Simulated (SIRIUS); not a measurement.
# Pt (Im-3m) in SIRIUS: convergence with gk cutoff, part 2 of 3

SIRIUS 7.12.0. Earlier steps stand in the parts before.

## 5. With gk cutoff 3.07 1/bohr

Contents of sirius.json:

```json
{
  "control": {
    "processing_unit": "cpu",
    "std_evp_solver_name": "lapack",
    "gen_evp_solver_name": "lapack",
    "verbosity": 2,
    "print_forces": true,
    "ortho_rf": true,
    "use_second_variation": true,
    "rmt_max": 3.0,
    "num_bands_to_print": 24,
    "save_wf": true
  },
  "parameters": {
    "electronic_structure_method": "full_potential_lapwlo",
    "xc_functionals": ["XC_GGA_X_PBE", "XC_GGA_C_PBE"],
    "core_relativity": "dirac",
    "valence_relativity": "iora",
    "num_fv_states": 24,
    "smearing": "fermi_dirac",
    "smearing_width": 0.0018374661,
    "pw_cutoff": 20,
    "gk_cutoff": 3.07,
    "lmax_apw": 10,
    "lmax_rho": 8,
    "lmax_pot": 8,
    "num_mag_dims": 0,
    "auto_rmt": 0,
    "ngridk": [12, 12, 12],
    "shiftk": [0, 0, 0],
    "num_dft_iter": 80,
    "energy_tol": 1e-07,
    "density_tol": 1e-05,
    "use_symmetry": true
  },
  "settings": {"tol_ne": 1e-10},
  "iterative_solver": {"type": "exact"},
  "mixer": {"type": "anderson", "beta": 0.5, "max_history": 8},
  "unit_cell": {
    "lattice_vectors": [
      [-2.9937419212, 2.9937419212, 2.9937419212],
      [2.9937419212, -2.9937419212, 2.9937419212],
      [2.9937419212, 2.9937419212, -2.9937419212]
    ],
    "atom_types": ["Pt"],
    "atom_files": {"Pt": "Pt.json"},
    "atoms": {"Pt": [[0.0, 0.0, 0.0]]}
  }
}
```

Contents of Pt.json:

```json
{
  "name": "platinum",
  "symbol": "Pt",
  "number": 78,
  "mass": 195.084,
  "rmin": 1e-06,
  "rmt": 2.55,
  "nrmt": 800,
  "rinf": 13.69,
  "core": "1s2s2p3s3p3d4s4p4d",
  "valence": [
    {"basis": [{"enu": 0.14, "dme": 0, "n": 0, "auto": 0}, {"enu": 0.14, "dme": 1, "n": 0, "auto": 0}]},
    {"l": 0, "n": 1, "basis": [{"enu": 0.24, "dme": 0, "n": 0, "auto": 0}]},
    {"l": 1, "n": 2, "basis": [{"enu": 0.24, "dme": 0, "n": 0, "auto": 0}]},
    {"l": 2, "n": 3, "basis": [{"enu": 0.24, "dme": 0, "n": 0, "auto": 0}]},
    {"l": 3, "n": 4, "basis": [{"enu": 0.24, "dme": 0, "n": 0, "auto": 0}]},
    {"l": 4, "n": 5, "basis": [{"enu": 0.24, "dme": 0, "n": 0, "auto": 0}]}
  ],
  "lo": [
    {"l": 0, "basis": [{"enu": 0.24, "dme": 0, "n": 0, "auto": 0}, {"enu": 0.24, "dme": 1, "n": 0, "auto": 0}]},
    {
      "l": 0,
      "basis": [{"enu": -3.2787, "dme": 0, "n": 5, "auto": 1}, {"enu": -3.2787, "dme": 1, "n": 5, "auto": 1}]
    },
    {
      "l": 0,
      "basis": [{"enu": -3.2787, "dme": 1, "n": 5, "auto": 1}, {"enu": 0.24, "dme": 0, "n": 0, "auto": 0}]
    },
    {"l": 0, "basis": [{"enu": 0.24, "dme": 0, "n": 0, "auto": 0}, {"enu": 2.7006, "dme": 0, "n": 0, "auto": 0}]},
    {"l": 1, "basis": [{"enu": 0.24, "dme": 0, "n": 0, "auto": 0}, {"enu": 0.24, "dme": 1, "n": 0, "auto": 0}]},
    {
      "l": 1,
      "basis": [{"enu": -1.6042, "dme": 0, "n": 5, "auto": 1}, {"enu": -1.6042, "dme": 1, "n": 5, "auto": 1}]
    },
    {
      "l": 1,
      "basis": [{"enu": -1.6042, "dme": 1, "n": 5, "auto": 1}, {"enu": 0.24, "dme": 0, "n": 0, "auto": 0}]
    },
    {"l": 1, "basis": [{"enu": 0.24, "dme": 0, "n": 0, "auto": 0}, {"enu": 3.0697, "dme": 0, "n": 0, "auto": 0}]},
    {"l": 2, "basis": [{"enu": 0.24, "dme": 0, "n": 0, "auto": 0}, {"enu": 0.24, "dme": 1, "n": 0, "auto": 0}]},
    {"l": 2, "basis": [{"enu": 0.24, "dme": 1, "n": 0, "auto": 0}, {"enu": 0.24, "dme": 2, "n": 0, "auto": 0}]},
    {"l": 2, "basis": [{"enu": 0.24, "dme": 0, "n": 0, "auto": 0}, {"enu": 2.6391, "dme": 0, "n": 0, "auto": 0}]},
    {"l": 3, "basis": [{"enu": 0.24, "dme": 0, "n": 0, "auto": 0}, {"enu": 0.24, "dme": 1, "n": 0, "auto": 0}]},
    {
      "l": 3,
      "basis": [{"enu": -2.1456, "dme": 0, "n": 4, "auto": 1}, {"enu": -2.1456, "dme": 1, "n": 4, "auto": 1}]
    },
    {
      "l": 3,
      "basis": [{"enu": -2.1456, "dme": 1, "n": 4, "auto": 1}, {"enu": 0.24, "dme": 0, "n": 0, "auto": 0}]
    },
    {"l": 3, "basis": [{"enu": 0.24, "dme": 0, "n": 0, "auto": 0}, {"enu": 3.8079, "dme": 0, "n": 0, "auto": 0}]},
    {"l": 4, "basis": [{"enu": 0.24, "dme": 0, "n": 0, "auto": 0}, {"enu": 0.24, "dme": 1, "n": 0, "auto": 0}]},
    {"l": 4, "basis": [{"enu": 0.24, "dme": 0, "n": 0, "auto": 0}, {"enu": 3.1927, "dme": 0, "n": 0, "auto": 0}]}
  ],
  "free_atom": [... radial grid and density of the free atom, the start of the SCF ...]
}
```

Contents of sirius_start.json:

```json
{
  "control": {
    "processing_unit": "cpu",
    "std_evp_solver_name": "lapack",
    "gen_evp_solver_name": "lapack",
    "verbosity": 1,
    "print_forces": false,
    "ortho_rf": true,
    "use_second_variation": true,
    "rmt_max": 3.0,
    "num_bands_to_print": 24,
    "save_wf": false
  },
  "parameters": {
    "electronic_structure_method": "full_potential_lapwlo",
    "xc_functionals": ["XC_LDA_X", "XC_LDA_C_PW"],
    "core_relativity": "dirac",
    "valence_relativity": "iora",
    "num_fv_states": 24,
    "smearing": "fermi_dirac",
    "smearing_width": 0.0055123983,
    "pw_cutoff": 20,
    "gk_cutoff": 2.45,
    "lmax_apw": 10,
    "lmax_rho": 8,
    "lmax_pot": 8,
    "num_mag_dims": 0,
    "auto_rmt": 0,
    "ngridk": [5, 5, 5],
    "shiftk": [0, 0, 0],
    "num_dft_iter": 30,
    "energy_tol": 0.01,
    "density_tol": 0.05,
    "use_symmetry": true
  },
  "settings": {"tol_ne": 1e-10},
  "iterative_solver": {"type": "exact"},
  "mixer": {"type": "anderson", "beta": 0.5, "max_history": 8},
  "unit_cell": {
    "lattice_vectors": [
      [-2.9937419212, 2.9937419212, 2.9937419212],
      [2.9937419212, -2.9937419212, 2.9937419212],
      [2.9937419212, 2.9937419212, -2.9937419212]
    ],
    "atom_types": ["Pt"],
    "atom_files": {"Pt": "Pt.json"},
    "atoms": {"Pt": [[0.0, 0.0, 0.0]]}
  }
}
```

Launch:

```
OMP_NUM_THREADS=1 sirius.scf --input=sirius_start.json --output=start.json
OMP_NUM_THREADS=1 sirius.scf --input=sirius.json --output=output.json --task=1
```

It took 42 s on 1 thread of Arm Neoverse V1, shared host; peak memory 0.31 GiB.

Results:

| Item | Value |
| --- | --- |
| Free energy | -501960.6532 eV |
| Band gap on the k mesh | none (metal or under the smearing width) |
| All electrons inside the program's atomic spheres | Pt 76.64 (radii Pt 2.55 bohr) |

## 6. With gk cutoff 3.43 1/bohr

Edit sirius.json of step 5 so:

```diff
@@ -22,3 +22,3 @@
     "pw_cutoff": 20,
-    "gk_cutoff": 3.07,
+    "gk_cutoff": 3.43,
     "lmax_apw": 10,
```

Contents of Pt.json:

```json
{
  "name": "platinum",
  "symbol": "Pt",
  "number": 78,
  "mass": 195.084,
  "rmin": 1e-06,
  "rmt": 2.55,
  "nrmt": 800,
  "rinf": 13.69,
  "core": "1s2s2p3s3p3d4s4p4d",
  "valence": [
    {"basis": [{"enu": 0.15, "dme": 0, "n": 0, "auto": 0}, {"enu": 0.15, "dme": 1, "n": 0, "auto": 0}]},
    {"l": 0, "n": 1, "basis": [{"enu": 0.25, "dme": 0, "n": 0, "auto": 0}]},
    {"l": 1, "n": 2, "basis": [{"enu": 0.25, "dme": 0, "n": 0, "auto": 0}]},
    {"l": 2, "n": 3, "basis": [{"enu": 0.25, "dme": 0, "n": 0, "auto": 0}]},
    {"l": 3, "n": 4, "basis": [{"enu": 0.25, "dme": 0, "n": 0, "auto": 0}]},
    {"l": 4, "n": 5, "basis": [{"enu": 0.25, "dme": 0, "n": 0, "auto": 0}]}
  ],
  "lo": [
    {"l": 0, "basis": [{"enu": 0.25, "dme": 0, "n": 0, "auto": 0}, {"enu": 0.25, "dme": 1, "n": 0, "auto": 0}]},
    {
      "l": 0,
      "basis": [{"enu": -3.2687, "dme": 0, "n": 5, "auto": 1}, {"enu": -3.2687, "dme": 1, "n": 5, "auto": 1}]
    },
    {
      "l": 0,
      "basis": [{"enu": -3.2687, "dme": 1, "n": 5, "auto": 1}, {"enu": 0.25, "dme": 0, "n": 0, "auto": 0}]
    },
    {"l": 0, "basis": [{"enu": 0.25, "dme": 0, "n": 0, "auto": 0}, {"enu": 2.7106, "dme": 0, "n": 0, "auto": 0}]},
    {"l": 1, "basis": [{"enu": 0.25, "dme": 0, "n": 0, "auto": 0}, {"enu": 0.25, "dme": 1, "n": 0, "auto": 0}]},
    {
      "l": 1,
      "basis": [{"enu": -1.5942, "dme": 0, "n": 5, "auto": 1}, {"enu": -1.5942, "dme": 1, "n": 5, "auto": 1}]
    },
    {
      "l": 1,
      "basis": [{"enu": -1.5942, "dme": 1, "n": 5, "auto": 1}, {"enu": 0.25, "dme": 0, "n": 0, "auto": 0}]
    },
    {"l": 1, "basis": [{"enu": 0.25, "dme": 0, "n": 0, "auto": 0}, {"enu": 3.0797, "dme": 0, "n": 0, "auto": 0}]},
    {"l": 2, "basis": [{"enu": 0.25, "dme": 0, "n": 0, "auto": 0}, {"enu": 0.25, "dme": 1, "n": 0, "auto": 0}]},
    {"l": 2, "basis": [{"enu": 0.25, "dme": 1, "n": 0, "auto": 0}, {"enu": 0.25, "dme": 2, "n": 0, "auto": 0}]},
    {"l": 2, "basis": [{"enu": 0.25, "dme": 0, "n": 0, "auto": 0}, {"enu": 2.6491, "dme": 0, "n": 0, "auto": 0}]},
    {"l": 3, "basis": [{"enu": 0.25, "dme": 0, "n": 0, "auto": 0}, {"enu": 0.25, "dme": 1, "n": 0, "auto": 0}]},
    {
      "l": 3,
      "basis": [{"enu": -2.1356, "dme": 0, "n": 4, "auto": 1}, {"enu": -2.1356, "dme": 1, "n": 4, "auto": 1}]
    },
    {
      "l": 3,
      "basis": [{"enu": -2.1356, "dme": 1, "n": 4, "auto": 1}, {"enu": 0.25, "dme": 0, "n": 0, "auto": 0}]
    },
    {"l": 3, "basis": [{"enu": 0.25, "dme": 0, "n": 0, "auto": 0}, {"enu": 3.8179, "dme": 0, "n": 0, "auto": 0}]},
    {"l": 4, "basis": [{"enu": 0.25, "dme": 0, "n": 0, "auto": 0}, {"enu": 0.25, "dme": 1, "n": 0, "auto": 0}]},
    {"l": 4, "basis": [{"enu": 0.25, "dme": 0, "n": 0, "auto": 0}, {"enu": 3.2027, "dme": 0, "n": 0, "auto": 0}]}
  ],
  "free_atom": [... radial grid and density of the free atom, the start of the SCF ...]
}
```

Edit sirius_start.json of step 5 so:

```diff
@@ -22,3 +22,3 @@
     "pw_cutoff": 20,
-    "gk_cutoff": 2.45,
+    "gk_cutoff": 2.74,
     "lmax_apw": 10,
```

Potentials or basis: all-electron FP-LAPW, apw+lo standard.

Launch:

```
OMP_NUM_THREADS=1 sirius.scf --input=sirius_start.json --output=start.json
OMP_NUM_THREADS=1 sirius.scf --input=sirius.json --output=output.json --task=1
```

Wall time 40 s (1 thread of Arm Neoverse V1, shared host); peak memory 0.32 GiB.

Results:

| Quantity | Value |
| --- | --- |
| Free energy | -501960.7399 eV |
| Band gap on the k mesh | none (metal or under the smearing width) |
| All electrons inside the program's atomic spheres | Pt 76.64 (radii Pt 2.55 bohr) |

## 7. With gk cutoff 3.79 1/bohr

Edit sirius.json of step 6 so:

```diff
@@ -22,4 +22,4 @@
     "pw_cutoff": 20,
-    "gk_cutoff": 3.43,
-    "lmax_apw": 10,
+    "gk_cutoff": 3.79,
+    "lmax_apw": 11,
     "lmax_rho": 8,
```

Contents of Pt.json:

```json
{
  "name": "platinum",
  "symbol": "Pt",
  "number": 78,
  "mass": 195.084,
  "rmin": 1e-06,
  "rmt": 2.55,
  "nrmt": 800,
  "rinf": 13.69,
  "core": "1s2s2p3s3p3d4s4p4d",
  "valence": [
    {"basis": [{"enu": 0.16, "dme": 0, "n": 0, "auto": 0}, {"enu": 0.16, "dme": 1, "n": 0, "auto": 0}]},
    {"l": 0, "n": 1, "basis": [{"enu": 0.26, "dme": 0, "n": 0, "auto": 0}]},
    {"l": 1, "n": 2, "basis": [{"enu": 0.26, "dme": 0, "n": 0, "auto": 0}]},
    {"l": 2, "n": 3, "basis": [{"enu": 0.26, "dme": 0, "n": 0, "auto": 0}]},
    {"l": 3, "n": 4, "basis": [{"enu": 0.26, "dme": 0, "n": 0, "auto": 0}]},
    {"l": 4, "n": 5, "basis": [{"enu": 0.26, "dme": 0, "n": 0, "auto": 0}]}
  ],
  "lo": [
    {"l": 0, "basis": [{"enu": 0.26, "dme": 0, "n": 0, "auto": 0}, {"enu": 0.26, "dme": 1, "n": 0, "auto": 0}]},
    {
      "l": 0,
      "basis": [{"enu": -3.2587, "dme": 0, "n": 5, "auto": 1}, {"enu": -3.2587, "dme": 1, "n": 5, "auto": 1}]
    },
    {
      "l": 0,
      "basis": [{"enu": -3.2587, "dme": 1, "n": 5, "auto": 1}, {"enu": 0.26, "dme": 0, "n": 0, "auto": 0}]
    },
    {"l": 0, "basis": [{"enu": 0.26, "dme": 0, "n": 0, "auto": 0}, {"enu": 2.7206, "dme": 0, "n": 0, "auto": 0}]},
    {"l": 1, "basis": [{"enu": 0.26, "dme": 0, "n": 0, "auto": 0}, {"enu": 0.26, "dme": 1, "n": 0, "auto": 0}]},
    {
      "l": 1,
      "basis": [{"enu": -1.5842, "dme": 0, "n": 5, "auto": 1}, {"enu": -1.5842, "dme": 1, "n": 5, "auto": 1}]
    },
    {
      "l": 1,
      "basis": [{"enu": -1.5842, "dme": 1, "n": 5, "auto": 1}, {"enu": 0.26, "dme": 0, "n": 0, "auto": 0}]
    },
    {"l": 1, "basis": [{"enu": 0.26, "dme": 0, "n": 0, "auto": 0}, {"enu": 3.0897, "dme": 0, "n": 0, "auto": 0}]},
    {"l": 2, "basis": [{"enu": 0.26, "dme": 0, "n": 0, "auto": 0}, {"enu": 0.26, "dme": 1, "n": 0, "auto": 0}]},
    {"l": 2, "basis": [{"enu": 0.26, "dme": 1, "n": 0, "auto": 0}, {"enu": 0.26, "dme": 2, "n": 0, "auto": 0}]},
    {"l": 2, "basis": [{"enu": 0.26, "dme": 0, "n": 0, "auto": 0}, {"enu": 2.6591, "dme": 0, "n": 0, "auto": 0}]},
    {"l": 3, "basis": [{"enu": 0.26, "dme": 0, "n": 0, "auto": 0}, {"enu": 0.26, "dme": 1, "n": 0, "auto": 0}]},
    {
      "l": 3,
      "basis": [{"enu": -2.1256, "dme": 0, "n": 4, "auto": 1}, {"enu": -2.1256, "dme": 1, "n": 4, "auto": 1}]
    },
    {
      "l": 3,
      "basis": [{"enu": -2.1256, "dme": 1, "n": 4, "auto": 1}, {"enu": 0.26, "dme": 0, "n": 0, "auto": 0}]
    },
    {"l": 3, "basis": [{"enu": 0.26, "dme": 0, "n": 0, "auto": 0}, {"enu": 3.8279, "dme": 0, "n": 0, "auto": 0}]},
    {"l": 4, "basis": [{"enu": 0.26, "dme": 0, "n": 0, "auto": 0}, {"enu": 0.26, "dme": 1, "n": 0, "auto": 0}]},
    {"l": 4, "basis": [{"enu": 0.26, "dme": 0, "n": 0, "auto": 0}, {"enu": 3.2127, "dme": 0, "n": 0, "auto": 0}]}
  ],
  "free_atom": [... radial grid and density of the free atom, the start of the SCF ...]
}
```

Edit sirius_start.json of step 6 so:

```diff
@@ -22,4 +22,4 @@
     "pw_cutoff": 20,
-    "gk_cutoff": 2.74,
-    "lmax_apw": 10,
+    "gk_cutoff": 2.89,
+    "lmax_apw": 11,
     "lmax_rho": 8,
```

Launch:

```
OMP_NUM_THREADS=1 sirius.scf --input=sirius_start.json --output=start.json
OMP_NUM_THREADS=1 sirius.scf --input=sirius.json --output=output.json --task=1
```

It took 45 s on 1 thread of Arm Neoverse V1, shared host; peak memory 0.36 GiB.

The run converged. Its results:

- Free energy: -501960.7608 eV
- Band gap on the k mesh: none (metal or under the smearing width)
- All electrons inside the program's atomic spheres: Pt 76.64 (radii Pt 2.55 bohr)

(Continued in part 3 of 3.)
